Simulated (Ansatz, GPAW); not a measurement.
Given: the input of a run of GPAW 26.7.0 (ASE script) on Bi2Te3 (Tellurobismuthite). Atoms were shifted at random by some hundredths of an Å from the given cell, which wasn't relaxed again for these runs. 

Contents of run.py:

```python
from ase.dft.bandgap import bandgap
from ase.io import read, write
from ase.units import GPa
from gpaw import GPAW, PW

atoms = read('POSCAR')

calc = GPAW(mode=PW(600),
            xc='PBE',
            kpts={'size': (7, 7, 7), 'gamma': True},
            occupations={'name': 'fermi-dirac', 'width': 0.05},
            nbands=39,
            convergence={'density': 1e-05, 'energy': 1e-05},
            maxiter=150,
            txt='gpaw.txt')
atoms.calc = calc
energy = atoms.get_potential_energy()
forces = atoms.get_forces()
stress = atoms.get_stress()
calc.write('gs.gpw')
write('result.traj', atoms)
print(f'Energy: {energy:.6f} eV')
print('Forces (eV/A):')
print(forces.round(4))
print('Stress (GPa):', (stress / GPa).round(3))
print('Fermi level:', round(calc.get_fermi_level(), 4), 'eV')
print(f'Gap: {bandgap(calc)[0]:.4f} eV, direct: {bandgap(calc, direct=True)[0]:.4f} eV')
```

The input POSCAR:

```
Bi2Te3
1.0
    2.1930000000      1.2661291403     10.1656666667
   -2.1930000000      1.2661291403     10.1656666667
    0.0000000000     -2.5322582807     10.1656666667
Bi Te
2 3
Direct
    0.6053920000      0.6019640000      0.5934390000
    0.3995250000      0.4038230000      0.3970330000
    0.7946950000      0.7851570000      0.7925540000
    0.2116570000      0.2085570000      0.2061240000
    0.0036430000      0.0033800000     -0.0061640000
```

Potentials or basis: GPAW PAW data sets (gpaw-data 1.2.1), pw.

Command:

```sh
$ OMP_NUM_THREADS=1 python run.py
```

**Question.** Translate it to Ansatz 0.2.0. Potentials or basis there: Ansatz PAW, cutoff 420 eV.

**Answer.** As run (cutoffs and basis follow the program's own potentials, and thresholds, step limits or extra output files can differ):

File input.yaml:

```yaml
crystal:
  lattice:
    - [2.193, 1.2661291403, 10.1656666667]
    - [-2.193, 1.2661291403, 10.1656666667]
    - [0.0, -2.5322582807, 10.1656666667]
  atoms:
    - { symbol: Bi, position: [0.605392, 0.601964, 0.593439] }
    - { symbol: Bi, position: [0.399525, 0.403823, 0.397033] }
    - { symbol: Te, position: [0.794695, 0.785157, 0.792554] }
    - { symbol: Te, position: [0.211657, 0.208557, 0.206124] }
    - { symbol: Te, position: [0.003643, 0.00338, -0.006164] }
hamiltonian:
  xc: pbe
  pseudopotentials: { kind: paw }
kpoints:
  mp_grid: { grid: [7, 7, 7] }
scf:
  occupations: { method: fermi_dirac, width: 0.05 }
output:
  forces: true
  stress: true
  eigenvalues: true
```

Potentials or basis: Ansatz PAW.

Command:

```sh
$ ansatz run input.yaml --threads 2 --pin off --max-ram 5120MiB --backend cpu --events-out ev --progress --plain --runs-dir out
```

Both were run:

|  | GPAW | Ansatz |
| --- | --- | --- |
| Pressure | 1.5 GPa | 1.7 GPa |
| Largest force | 0.213 eV/Å | 0.210 eV/Å |

Ansatz's pressure holds a Pulay term of +0.03 GPa for its cutoff of 420 eV, which the other run lacks.

The potentials hold 48 and 78 valence electrons a cell.

Where Ansatz's input types no cutoff or centring, it takes its own default and a Γ-centred mesh.

Pressure is positive in compression.
